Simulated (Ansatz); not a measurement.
Crystal: Gd.

```
CELL_PARAMETERS angstrom
-2.02500 2.02500 2.02500
2.02500 -2.02500 2.02500
2.02500 2.02500 -2.02500
ATOMIC_POSITIONS crystal
Gd 0.00000 0.00000 0.00000
```

This isn't the form of Gd at room conditions, which is hcp.

Alike in all runs: program Ansatz 0.2.0; functional PBEsol; potentials or basis Ansatz PAW; cutoff 420 eV (not typed: the program's choice for these potentials); k mesh 8 × 8 × 8; occupations fermi-dirac, width 0.05 eV.

Problem. Only the start or the spin constraint differs. Which run ends lowest in energy?
A. collinear spin, ferromagnetic start of up to 1.8 μB; fixed moment 1.8
B. collinear spin, ferromagnetic start of up to 5.2 μB; fixed moment 5.2
C. collinear spin, ferromagnetic start of up to 10.5 μB; fixed moment 10.5
D. collinear spin, ferromagnetic start of up to 8.8 μB; fixed moment 8.8
E. collinear spin, ferromagnetic start of up to 7 μB; fixed moment 7
F. collinear spin, ferromagnetic start of up to 3.5 μB; fixed moment 3.5

Solution. E.

```csv
start,free energy over the lowest (meV/atom),net moment (μB),site or absolute moments (μB),gap
"collinear spin, program default start; fixed moment 0",7085.1,0.00,-,-
"collinear spin, ferromagnetic start of up to 10.5 μB; fixed moment 10.5",6153.5,10.50,Gd +9.11,-
"collinear spin, ferromagnetic start of up to 3.5 μB; fixed moment 3.5",2752.4,3.50,Gd +4.77,-
"collinear spin, ferromagnetic start of up to 1.8 μB; fixed moment 1.8",5223.3,1.80,Gd +2.53,-
"collinear spin, ferromagnetic start of up to 8.8 μB; fixed moment 8.8",120.0,8.80,Gd +8.00,-
"collinear spin, ferromagnetic start of up to 5.2 μB; fixed moment 5.2",657.6,5.20,Gd +5.94,-
"collinear spin, ferromagnetic start of up to 7 μB; fixed moment 7",0.0,7.00,Gd +6.95,-
"collinear spin, ferromagnetic start of up to 14 μB; fixed moment 14",44661.1,14.00,Gd +12.50,-
```

All polarised runs hold their moment fixed, so the table maps the energy against it. A still lower state may exist.

Caveats: spin-orbit coupling is left out, which moves the levels of the heavy elements; the total moment is fixed, so each spin has its own Fermi level.
